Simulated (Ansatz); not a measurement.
# TiAl6: from a guess to a relaxed structure, part 2 of 2

Where does this trial cell of TiAl6 go when cell and atoms are let free?

Ansatz 0.2.0; DFT PBE, scalar-relativistic, plane waves, PAW. The steps go on from the part before.

**4. Another rough relaxation**

The end of the coarse run is made exact in the group found at a tolerance of 0.06 Å and reduced to its primitive cell.

The input, input.yaml:

```yaml
crystal:
  lattice:
    - [7.7354495367, 0.0, 0.0]
    - [-3.8677247683, 6.6990958085, 0.0]
    - [0.0, 0.0, 2.823894166]
  atoms:
    - { symbol: Ti, position: [0.0, 0.0, 0.0] }
    - { symbol: Al, position: [0.3334202038, 0.0, 0.5] }
    - { symbol: Al, position: [0.6665797962, 0.0, 0.5] }
    - { symbol: Al, position: [0.0, 0.3334202038, 0.5] }
    - { symbol: Al, position: [0.0, 0.6665797962, 0.5] }
    - { symbol: Al, position: [0.6665797962, 0.6665797962, 0.5] }
    - { symbol: Al, position: [0.3334202038, 0.3334202038, 0.5] }
basis:
  ecutwfc: 420
kpoints:
  mp_grid: { grid: [3, 3, 6] }
hamiltonian:
  xc: pbe
scf:
  occupations: { method: gaussian, width: 0.1 }
  lower_state_search: "off"
output:
  forces: true
  stress: true
  eigenvalues: true
relax:
  adjacent_minimum: "off"
  f_tol: 0.04
  max_steps: 70
  cell: { stress_tol: 0.4 }
```

Command:

```console
> ansatz run input.yaml --threads 1 --pin off --max-ram 2048MiB --backend cpu --events-out ev --progress --plain --runs-dir out
```

Standard output, shortened:

```text
[...]
relax step   4: F+E_penalty+E_count = -5723.70143465 eV  Δ(F+E_penalty+E_count) = -4.701e-4 eV  max|allowed force component| = 8.200e-4 eV/Å  Δτ_max = 0.0000 Å  P = -0.055 GPa  Ω = 146.794 Å³  stress off target by 6.24e-2 GPa  SCF on the basis re-selected at this cell (its energy is not [...]
SCF converged after 6 iterations
Free energy (F): -5723.701435 eV
[...]
E sigma→0 (E₀):  -5723.694344 eV
[...]
    - { symbol: Al, position: [0.6670036076812115, -8.553997902929834e-21, 0.49999999999999994] }
    - { symbol: Al, position: [2.7755575615628914e-17, 0.3329963923187884, 0.49999999999999994] }
    - { symbol: Al, position: [-1.1102230246251565e-16, 0.6670036076812115, 0.49999999999999994] }
    - { symbol: Al, position: [0.6670036076812115, 0.6670036076812116, 0.49999999999999994] }
    - { symbol: Al, position: [0.3329963923187883, 0.33299639231878836, 0.49999999999999994] }
```

Wall time 8.5 s (1 thread of Intel Xeon 6975P-C (Granite Rapids), shared host); peak memory 0.43 GiB.

**5. Final relaxation**

The end of the coarse run is made exact in the group found at a tolerance of 0.06 Å and reduced to its primitive cell.

The input, input.yaml:

```yaml
crystal:
  lattice:
    - [7.663078296, 0.0, 0.0]
    - [-3.831539148, 6.6364204755, 0.0]
    - [0.0, 0.0, 2.8864995801]
  atoms:
    - { symbol: Ti, position: [0.0, 0.0, 0.0] }
    - { symbol: Al, position: [0.3329963923, 0.0, 0.5] }
    - { symbol: Al, position: [0.6670036077, 0.0, 0.5] }
    - { symbol: Al, position: [0.0, 0.3329963923, 0.5] }
    - { symbol: Al, position: [0.0, 0.6670036077, 0.5] }
    - { symbol: Al, position: [0.6670036077, 0.6670036077, 0.5] }
    - { symbol: Al, position: [0.3329963923, 0.3329963923, 0.5] }
basis:
  ecutwfc: 420
kpoints:
  mp_grid: { grid: [6, 6, 14] }
hamiltonian:
  xc: pbe
scf:
  occupations: { method: gaussian, width: 0.1 }
output:
  forces: true
  stress: true
  eigenvalues: true
  write_density: true
  write_potential: true
  elf: true
  volumetric_format: npy
relax:
  adjacent_minimum: "off"
  f_tol: 0.01
  max_steps: 80
  cell: { stress_tol: 0.05 }
```

Command:

```console
> ansatz run input.yaml --threads 1 --pin off --max-ram 2048MiB --backend cpu --events-out ev --progress --plain --runs-dir out
```

Standard output:

```text
Warning: RAYON_NUM_THREADS=1 ignored (pool sized by the plan → 1); use --threads N
[... 9 set-up lines as earlier in the session ...]
Crystal: 7 atoms, lattice volume = 146.794 Å³
Basis set: ecut = 420 eV, 2859 PW (Γ), exchange–correlation on 108×108×40 points (8 copies of the dense FFT grid, shifted against one another)
Bands: 22, of which v1, the nominal top of the filled ones, is band 15 counted from 1 (14 counted from 0)
[... 1 set-up line as earlier in the session ...]
Space group: P6/mmm (ITA 191), of the structure as read, at distance tolerance 5.3e-5 Å
k-points: 56 of 504
[... 8 set-up lines as earlier in the session ...]
SCF iter   1: F=—  HF=-5723.628431 eV  |F-HF|=—  |Δ(HF+E_count)|=         —  Δρ=4.57e-3  dr2=5.05e-2  ethr=1.77e-3  ⟨swp⟩=6.8  Hψ=6845  notcnv=0
preconditioner: auto → Kerker (q_TF=auto, 2.094 Å⁻¹)  [metal: Δε(μ)=0.041 eV  Ē_g=5.117 eV  σ=0.100 eV  W_gap=0.23  n_scr=18 (ndim 8)  ℏωp=14.4 eV  f_vac=0.000  D(μ)=3.66/eV (n_scr^D=18)]
SCF iter   2: F=—  HF=-5723.622102 eV  |F-HF|=—  |Δ(HF+E_count)|=   6.33e-3  Δρ=2.33e-3  dr2=1.38e-2  ethr=1.68e-4  ⟨swp⟩=1.0  Hψ=1680  notcnv=0  defer=2
SCF iter   3: F=—  HF=-5723.619755 eV  |F-HF|=—  |Δ(HF+E_count)|=   2.35e-3  Δρ=3.22e-4  dr2=3.10e-4  ethr=4.62e-5  ⟨swp⟩=2.3  Hψ=1564  notcnv=0  defer=2
SCF iter   4: F=—  HF=-5723.619754 eV  |F-HF|=—  |Δ(HF+E_count)|=   6.95e-7  Δρ=1.06e-4  dr2=4.68e-5  ethr=1.03e-6  ⟨swp⟩=2.4  Hψ=1776  notcnv=0  defer=2
SCF iter   5: F=—  HF=-5723.619825 eV  |F-HF|=—  |Δ(HF+E_count)|=   7.02e-5  Δρ=3.66e-5  dr2=4.59e-6  ethr=1.56e-7  ⟨swp⟩=2.7  Hψ=1814  notcnv=0  defer=2
SCF iter   6: F=—  HF=-5723.619826 eV  |F-HF|=—  |Δ(HF+E_count)|=   1.93e-6  Δρ=1.27e-5  dr2=6.68e-7  ethr=1.53e-8  ⟨swp⟩=2.3  Hψ=1720  notcnv=0  defer=2
SCF iter   7: F=-5723.619827 eV  HF=-5723.619827 eV  |F-HF|=3.95e-8  |Δ(HF+E_count)|=   2.77e-7  Δρ=4.09e-6  dr2=5.09e-8  ethr=3.33e-10  ⟨swp⟩=13.5  Hψ=8538  notcnv=0
SCF 1 converged in 7 iterations: F = -5723.619827 eV  dr2 = 5.09e-8
relax step   1: F+E_penalty+E_count = -5723.61982677 eV  Δ(F+E_penalty+E_count) = +0.000e0 eV  max|allowed force component| = 8.812e-2 eV/Å  Δτ_max = 0.0000 Å  P = -0.160 GPa  Ω = 146.794 Å³  (7 SCF iters, dr2 threshold 1.00e-7 eV, accepted)
Crystal: 7 atoms, lattice volume = 145.358 Å³
Basis set: ecut = 420 eV, 2823 PW (Γ), exchange–correlation on 108×108×40 points (8 copies of the dense FFT grid, shifted against one another)
Initial density: handed on by an earlier stage of this run
Initial wavefunctions: those handed on with the density
iter 1 solved again at ethr=7.46e-6 eV; its pass at ethr=3.10e-3 eV (dr2=2.24e-3 eV) is discarded
SCF iter   1: F=—  HF=-5723.626778 eV  |F-HF|=—  |Δ(HF+E_count)|=         —  Δρ=1.04e-3  dr2=2.48e-3  ethr=7.46e-6  ⟨swp⟩=1.9  Hψ=7617  notcnv=0
preconditioner: auto → Kerker (q_TF=auto, 2.097 Å⁻¹)  [metal: Δε(μ)=0.027 eV  Ē_g=5.157 eV  σ=0.100 eV  W_gap=0.15  n_scr=18 (ndim 8)  ℏωp=14.4 eV  f_vac=0.000  D(μ)=3.75/eV (n_scr^D=18)]
SCF iter   2: F=—  HF=-5723.626342 eV  |F-HF|=—  |Δ(HF+E_count)|=   4.36e-4  Δρ=6.30e-4  dr2=8.99e-4  ethr=7.46e-6  ⟨swp⟩=1.0  Hψ=1232  notcnv=0
SCF iter   3: F=—  HF=-5723.626081 eV  |F-HF|=—  |Δ(HF+E_count)|=   2.61e-4  Δρ=6.10e-5  dr2=8.83e-6  ethr=3.00e-6  ⟨swp⟩=2.7  Hψ=1867  notcnv=0
SCF iter   4: F=—  HF=-5723.626128 eV  |F-HF|=—  |Δ(HF+E_count)|=   4.71e-5  Δρ=1.21e-5  dr2=3.32e-7  ethr=2.94e-8  ⟨swp⟩=2.0  Hψ=1778  notcnv=0
iter 5 did not close the SCF: its close was put off for the readings that it lacked (scf_convergence_deferred on its scf_iter line)
SCF iter   5: F=-5723.626128 eV  HF=-5723.626128 eV  |F-HF|=2.01e-8  |Δ(HF+E_count)|=   8.67e-8  Δρ=3.74e-6  dr2=3.02e-8  ethr=1.11e-9  ⟨swp⟩=2.8  Hψ=1921  notcnv=0
SCF iter   6: F=-5723.626128 eV  HF=-5723.626128 eV  |F-HF|=9.11e-10  |Δ(HF+E_count)|=   2.46e-8  Δρ=1.12e-6  dr2=4.40e-9  ethr=1.01e-10  ⟨swp⟩=6.3  Hψ=7043  notcnv=0
SCF 2 converged in 6 iterations: F = -5723.626128 eV  dr2 = 4.40e-9
relax step   2: F+E_penalty+E_count = -5723.62612848 eV  Δ(F+E_penalty+E_count) = -6.302e-3 eV  max|allowed force component| = 4.250e-3 eV/Å  Δτ_max = 0.0063 Å  P = +0.213 GPa  Ω = 145.358 Å³  energy of the carried Pulay correction = +3.573e-4 eV  (6 SCF iters, dr2 threshold 7.00e-7 eV, accepted)
Crystal: 7 atoms, lattice volume = 145.936 Å³
iter 1 solved again at ethr=4.01e-6 eV; its pass at ethr=3.10e-3 eV (dr2=1.20e-3 eV) is discarded
SCF iter   1: F=—  HF=-5723.626679 eV  |F-HF|=—  |Δ(HF+E_count)|=         —  Δρ=4.27e-4  dr2=1.16e-3  ethr=4.01e-6  ⟨swp⟩=2.4  Hψ=7173  notcnv=0
preconditioner: auto → Kerker (q_TF=auto, 2.096 Å⁻¹)  [metal: Δε(μ)=0.012 eV  Ē_g=5.145 eV  σ=0.100 eV  W_gap=0.07  n_scr=18 (ndim 8)  ℏωp=14.4 eV  f_vac=0.000  D(μ)=3.80/eV (n_scr^D=18)]
SCF iter   2: F=—  HF=-5723.626594 eV  |F-HF|=—  |Δ(HF+E_count)|=   8.45e-5  Δρ=2.14e-4  dr2=3.14e-4  ethr=3.85e-6  ⟨swp⟩=1.0  Hψ=1232  notcnv=0
SCF iter   3: F=—  HF=-5723.626598 eV  |F-HF|=—  |Δ(HF+E_count)|=   3.99e-6  Δρ=2.75e-5  dr2=2.59e-6  ethr=1.05e-6  ⟨swp⟩=1.3  Hψ=1313  notcnv=0
iter 4 did not close the SCF: its close was put off for the readings that it lacked (scf_convergence_deferred on its scf_iter line)
SCF iter   4: F=-5723.626598 eV  HF=-5723.626598 eV  |F-HF|=2.61e-8  |Δ(HF+E_count)|=   1.59e-7  Δρ=9.55e-6  dr2=3.13e-7  ethr=8.64e-9  ⟨swp⟩=2.3  Hψ=1735  notcnv=0
iter 5 did not close the SCF: its close was put off for the readings that it lacked (scf_convergence_deferred on its scf_iter line)
SCF iter   5: F=-5723.626598 eV  HF=-5723.626598 eV  |F-HF|=9.02e-9  |Δ(HF+E_count)|=   2.65e-8  Δρ=3.50e-6  dr2=6.39e-8  ethr=1.04e-9  ⟨swp⟩=2.6  Hψ=1831  notcnv=0
SCF iter   6: F=-5723.626598 eV  HF=-5723.626598 eV  |F-HF|=1.31e-9  |Δ(HF+E_count)|=   1.62e-8  Δρ=8.83e-7  dr2=2.42e-9  ethr=2.13e-10  ⟨swp⟩=6.0  Hψ=6850  notcnv=0
SCF 3 converged in 6 iterations: F = -5723.626598 eV  dr2 = 2.42e-9
relax step   3: F+E_penalty+E_count = -5723.62659828 eV  Δ(F+E_penalty+E_count) = -4.698e-4 eV  max|allowed force component| = 2.572e-3 eV/Å  Δτ_max = 0.0001 Å  P = -0.014 GPa  Ω = 145.936 Å³  energy of the carried Pulay correction = +2.130e-4 eV  (6 SCF iters, dr2 threshold 4.26e-7 eV, accepted)
Initial wavefunctions: pseudopotential atomic-orbital guess (no wavefunctions were taken with the density)
iter 1 solved again at ethr=2.29e-7 eV; its pass at ethr=3.10e-3 eV (dr2=6.86e-5 eV) is discarded
SCF iter   1: F=—  HF=-5723.626308 eV  |F-HF|=—  |Δ(HF+E_count)|=         —  Δρ=2.12e-5  dr2=2.61e-8  ethr=2.29e-7  ⟨swp⟩=3.2  Hψ=9964  notcnv=0
eigensolver tolerance schedule: the retry pair's looser diagonalisation over-reported the residual by 2624.63 of it (diagonalisation noise at 0.24 of the residual, at the tolerance the schedule requests for it); recorded, not acted on — ethr = c·dr2/N_el stays at c = 1.0e-1
preconditioner: auto → Kerker (q_TF=auto, 2.096 Å⁻¹)  [metal: Δε(μ)=0.006 eV  Ē_g=5.143 eV  σ=0.100 eV  W_gap=0.04  n_scr=18 (ndim 8)  ℏωp=14.4 eV  f_vac=0.000  D(μ)=3.80/eV (n_scr^D=18)]
SCF iter   2: F=—  HF=-5723.626365 eV  |F-HF|=—  |Δ(HF+E_count)|=   5.68e-5  Δρ=1.08e-5  dr2=9.56e-9  ethr=8.71e-11  ⟨swp⟩=3.0  Hψ=2498  notcnv=0
SCF iter   3: F=—  HF=-5723.626367 eV  |F-HF|=—  |Δ(HF+E_count)|=   2.11e-6  Δρ=3.45e-6  dr2=1.57e-9  ethr=3.19e-11  ⟨swp⟩=2.5  Hψ=1866  notcnv=0
SCF iter   4: F=—  HF=-5723.626367 eV  |F-HF|=—  |Δ(HF+E_count)|=   2.31e-7  Δρ=2.43e-7  dr2=2.94e-10  ethr=5.24e-12  ⟨swp⟩=2.0  Hψ=1765  notcnv=0
iter 5 did not close the SCF: its close was put off for the readings that it lacked (scf_convergence_deferred on its scf_iter line)
SCF iter   5: F=-5723.626367 eV  HF=-5723.626367 eV  |F-HF|=1.18e-11  |Δ(HF+E_count)|=  1.26e-10  Δρ=1.04e-7  dr2=5.36e-11  ethr=1.00e-12  ⟨swp⟩=2.3  Hψ=1694  notcnv=0
SCF iter   6: F=-5723.626367 eV  HF=-5723.626367 eV  |F-HF|=3.64e-12  |Δ(HF+E_count)|=  3.82e-11  Δρ=2.96e-8  dr2=2.80e-12  ethr=1.00e-12  ⟨swp⟩=5.3  Hψ=5572  notcnv=0
SCF 4 converged in 6 iterations: F = -5723.626367 eV  dr2 = 2.80e-12
relax step   4: F+E_penalty+E_count = -5723.62636722 eV  Δ(F+E_penalty+E_count) = +2.311e-4 eV  max|allowed force component| = 2.587e-3 eV/Å  Δτ_max = 0.0000 Å  P = -0.016 GPa  Ω = 145.936 Å³  stress off target by 2.97e-2 GPa  SCF on the basis re-selected at this cell (its energy is not comparable with the rows above)  (6 SCF iters)
basis re-selected at this cell: Δ(F+E_penalty+E_count) = +2.311e-4 eV, ΔP = -0.002 GPa vs the last step (what re-selecting the basis moved, of the pressure what is left beyond the Pulay correction that the steps carried, after the strain that the cell walked since its last selection, with what the two solves' SCF thresholds leave and, on support functions, any second-order correction that the steps lacked; it is no measure of the basis error at this ecutwfc). This SCF's stress stands 2.97e-2 GPa from its target on what of the cell is left free (relax.cell.stress_tol is 5.00e-2 GPa) and its largest allowed force component is 2.59e-3 eV/Å (relax.f_tol is 1.00e-2 eV/Å): within both
SCF converged after 6 iterations
Free energy (F): -5723.626367 eV
Harris-Foulkes:  -5723.626367 eV  (|F-HF|=3.64e-12)
Internal energy: -5723.607356 eV  (E = F + TS)
E sigma→0 (E₀):  -5723.616861 eV
Entropy (-TS):   -0.019012 eV (-2.716 meV/atom)
Fermi energy:    6.087694 eV
--- Per-component energies (eV) ---
  E_band       = -209.248731
  E_kinetic    = 401.133316
  E_local      = -1928.174614  (includes V_loc(G=0)·N_el)
  E_nonlocal   = 73.491573
  E_hartree    = 863.704690
  E_xc         = -331.099306
  E_vxc        = -289.209982  (∫ρ·V_xc dr)
  E_paw        = -3852.761085  (= ΣΔE_a)
  E_vpaw       = -193.898563  (= ΣTr[D̂ρ^β])
  E_aug_tail   = 0.000109  (compensation charges beyond the density's cutoff)
  E_ewald      = -949.902038
  E_smearing   = -0.019012  (= −TS)
  E_closure    = -0.000000  (closes the sum)
  Σ components = -5723.626367   (vs F -5723.626367, Δ=0.00e0)
--- Forces (eV/Å), atoms counted from 1 ---
  atom   1  Ti     0.00000000    -0.00000000     0.00000000
  atom   2  Al    -0.00258701    -0.00000000     0.00000000
  atom   3  Al     0.00258701     0.00000000    -0.00000000
  atom   4  Al     0.00129350    -0.00224041     0.00000000
  atom   5  Al    -0.00129350     0.00224041     0.00000000
  atom   6  Al     0.00129350     0.00224041    -0.00000000
  atom   7  Al    -0.00129350    -0.00224041     0.00000000
  max |Σ_I F_I| component: 5.20e-18 eV/Å
--- Stress (GPa, compression-positive) ---
       -0.009335       0.000000       0.000000
       -0.000000      -0.009335       0.000000
        0.000000      -0.000000      -0.029669
  P = ⅓ Tr σ = -0.0161 GPa (-0.161 kbar)
--- Band table (eV; the first three rows and the last of 56) ---
  k-point 0: bands = ["-50.8356", "-27.1933", "-27.1933", "-26.7180", "-3.2317", "-0.7144", "-0.7144", "-0.4524", "-0.4524", "1.5968", "2.6253", "4.3180", "4.3180", "5.4810", "6.0334", "7.7013", "7.7013", "7.8596", "7.8596", "8.0270", "8.0270", "10.3106"]
  k-point 1: bands = ["-50.8332", "-27.1909", "-27.1909", "-26.7388", "-3.1388", "-0.6349", "-0.6349", "-0.3629", "-0.3629", "1.6942", "2.7092", "4.3909", "4.3909", "5.5628", "6.1207", "7.4574", "7.4574", "7.7318", "7.7318", "8.3792", "8.3792", "10.4302"]
  k-point 2: bands = ["-50.8265", "-27.1841", "-27.1841", "-26.7967", "-2.8613", "-0.3984", "-0.3984", "-0.0952", "-0.0952", "1.9813", "2.9598", "4.6070", "4.6070", "5.7640", "6.3801", "6.9391", "6.9391", "7.8082", "7.8082", "8.7611", "8.7611", "9.8563"]
  k-point 55: bands = ["-50.7871", "-27.1441", "-27.1441", "-27.1277", "1.3711", "1.3711", "1.3820", "2.4076", "2.9910", "2.9910", "4.1624", "4.1624", "4.8758", "5.0757", "5.0757", "5.8844", "5.8844", "6.0224", "7.2416", "8.0411", "8.0411", "9.0114"]
--- Relaxed structure (3 steps of the walk, 3 accepted, 1 SCFs on fresh bases) ---
  F+E_penalty+E_count = -5723.62636722 eV   max|allowed force component| = 2.587e-3 eV/Å   (the final SCF, on the basis selected at the relaxed cell)
  cell:  # Å, volume = 145.9364 Å³
    - [7.676577989013858, -3.7303215263780903e-34, 4.662901907972614e-35]
    - [-3.838288994506929, 6.64811155261846, 1.706740553672903e-35]
    - [3.5128087902903395e-35, 0.0, 2.8595493887030368]
  atoms:
    - { symbol: Ti, position: [3.2173766253689994e-20, -5.834697530554898e-22, -2.700651952636558e-35] }
    - { symbol: Al, position: [0.3338125163868899, -5.834697530554851e-22, 0.5000000000000001] }
    - { symbol: Al, position: [0.6661874836131102, -5.834697530554801e-22, 0.5000000000000001] }
    - { symbol: Al, position: [-2.7755575615628914e-17, 0.33381251638688986, 0.5000000000000001] }
    - { symbol: Al, position: [-2.2880043655634112e-36, 0.6661874836131102, 0.5000000000000001] }
    - { symbol: Al, position: [0.6661874836131102, 0.6661874836131102, 0.5000000000000001] }
    - { symbol: Al, position: [0.3338125163868899, 0.33381251638688986, 0.5000000000000001] }
```

Wall time 32 s (1 thread of Intel Xeon 6975P-C (Granite Rapids), shared host); peak memory 0.52 GiB.

Step by step:

```csv
step,E - E(step 1) (eV/cell),largest force component (eV/Å),pressure (GPa),volume (Å³)
1,0.0000,0.0881,-0.16,146.79
2,-0.0063,0.0043,0.21,145.36
3,-0.0068,0.0026,-0.01,145.94
4,-0.0065,0.0026,-0.02,145.94
```

Step 1 is the start. Step 4 repeats the geometry before it on a plane-wave basis chosen anew for that cell, so its energy need not be comparable with the rows above.

|  | before | after | change |
| --- | --- | --- | --- |
| a (Å) | 7.663 | 7.677 | +0.2 % |
| b (Å) | 7.663 | 7.677 | +0.2 % |
| c (Å) | 2.886 | 2.860 | -0.9 % |
| volume (Å³/atom) | 20.97 | 20.85 | -0.6 % |
| shortest distance (Å) | 2.552 | 2.552 | 0.0 % |
| space group (0.01 Å) | P6/mmm | P6/mmm | same |

The run keeps the 24 symmetry operations of the start, so it could not have lowered the symmetry.

Density in a lattice plane of the grid's cell (edges 7.68 and 2.86 Å, at 1.000 of the third edge), which holds Ti and Al.

Values in e/Å³, 6 rows by 12 columns:
```
 5.96  1.18  0.18  0.20  0.19  0.17  0.15  0.17  0.19  0.20  0.18  1.18
 0.54  0.25  0.20  0.20  0.09  0.21  0.26  0.21  0.09  0.20  0.20  0.25
 0.25  0.20  0.21  0.16  0.07  0.19  0.33  0.19  0.07  0.16  0.21  0.20
 0.54  0.25  0.20  0.20  0.09  0.21  0.26  0.21  0.09  0.20  0.20  0.25
 5.96  1.18  0.18  0.20  0.19  0.17  0.15  0.17  0.19  0.20  0.18  1.18
10.20  3.09  0.18  0.18  0.18  0.14  0.11  0.14  0.18  0.18  0.18  3.09
```
Columns run along the first of these edges and rows up along the second, over one cell in 12 and 6 even steps from the bottom left corner. Atoms in the plane (fractional): Ti at (0.00, 1.00), Al at (0.33, 0.50), Al at (0.67, 0.50).

ELF in the same plane.

Ten even steps from ' ' (0.00) to '@' (0.96):
```
==++++..::==********++++++++++********==::..++++
**==....--++++==--==**%%%%%%**==--==++++--....==
--::::--++**--  ..  ++@@@@@@++  ..  --**++--::::
======++****::..==..==@@@@@@==..==..::****++====
--::::--++**--  ..  ++@@@@@@++  ..  --**++--::::
**==....--++++==--==**%%%%%%**==--==++++--....==
==++++..::==********++++++++++********==::..++++
  --**::..==******++==------==++******==..::**--
```
Columns run along the first of these edges and rows up along the second, over one cell in 24 and 8 even steps from the bottom left corner. Atoms in the plane (fractional): Ti at (0.00, 1.00), Al at (0.33, 0.50), Al at (0.67, 0.50).

Both are smooth fields of the valence electrons: close to the nuclei they are not physical.

Outside the cores ELF peaks at 0.97 on the Al–Al line, 1.3 Å from Al.

**6. Changed: occupations.method fermi_dirac, occupations.width 0.2, chi_scale 0.3**

The input, input.yaml:

```yaml
crystal:
  lattice:
    - [7.676577989, 0.0, 0.0]
    - [-3.8382889945, 6.6481115526, 0.0]
    - [0.0, 0.0, 2.8595493887]
  atoms:
    - { symbol: Ti, position: [0.0, 0.0, 0.0] }
    - { symbol: Al, position: [0.3338125164, 0.0, 0.5] }
    - { symbol: Al, position: [0.6661874836, 0.0, 0.5] }
    - { symbol: Al, position: [0.0, 0.3338125164, 0.5] }
    - { symbol: Al, position: [0.0, 0.6661874836, 0.5] }
    - { symbol: Al, position: [0.6661874836, 0.6661874836, 0.5] }
    - { symbol: Al, position: [0.3338125164, 0.3338125164, 0.5] }
basis:
  ecutwfc: 420
kpoints:
  mp_grid: { grid: [6, 6, 14] }
hamiltonian:
  xc: pbe
scf:
  occupations: { method: fermi_dirac, width: 0.2 }
  initial_density: { chi_scale: 0.3 }
output:
  forces: true
  eigenvalues: true
  stress: true
```

Command:

```console
> ansatz run input.yaml --threads 1 --pin off --max-ram 2048MiB --backend cpu --events-out ev --progress --plain --runs-dir out
```

Standard output, shortened:

```text
Warning: RAYON_NUM_THREADS=1 ignored (pool sized by the plan → 1); use --threads N
band count auto-derived: 23 (N_el = 30.0; filled up to band 15; 22 by the electrons, moments and atoms)
[...]
[... 4 set-up lines as earlier in the session ...]
[...]
Crystal: 7 atoms, lattice volume = 145.936 Å³
[...]
  atom   4  Al    -0.01175064     0.02035271     0.00000000
  atom   5  Al     0.01175064    -0.02035271     0.00000000
  atom   6  Al    -0.01175064    -0.02035271    -0.00000000
  atom   7  Al     0.01175064     0.02035271     0.00000000
[...]
--- Stress (GPa, compression-positive) ---
        0.353649      -0.000000       0.000000
       -0.000000       0.353649      -0.000000
        0.000000      -0.000000       0.103942
  P = ⅓ Tr σ = 0.2704 GPa (2.704 kbar)
--- Band table (eV; the first three rows and the last of 56) ---
[... band rows left out ...]
[...]
```

It took 7.5 s on 1 thread of Intel Xeon 6975P-C (Granite Rapids), shared host; peak memory 0.47 GiB.

```tsv
run	ending	energy change	pressure (GPa)	gap (eV)	force (eV/Å)	cycles	time
step 5	converged	0	0.0	0.00	0.00	-	32 s
variant	converged	+0.6 meV/atom (σ→0)	0.3	0.00	0.02	9	7.5 s
```

Changing the smearing and start moves the energy by +0.6 meV/atom (σ→0 values), and the largest force goes from 0.00 to 0.02 eV/Å.

**7. Outcome**

What follows sums up all 2 parts. Changes of volume or cell count from the first structure of part 1.

```
                              quantity                                                                       value
symmetry at the end (tolerance 0.05 Å)                                                space group P6/mmm (No. 191)
                     conventional cell  a = 7.677 Å, b = 7.677 Å, c = 2.860 Å, α = 90.00°, β = 90.00°, γ = 120.00°
                                volume                                                               20.85 Å³/atom
              energy over the elements                                                               +0.15 eV/atom
                       gap on the mesh                                                                none (metal)
```

In words: The space group P6/mmm (No. 191) is kept, and the volume per atom grows by 66.9 % from the first guess. With a positive formation energy it can't be a ground state. No finished test with a distortion of lower symmetry is shown, so the end may be a saddle point.
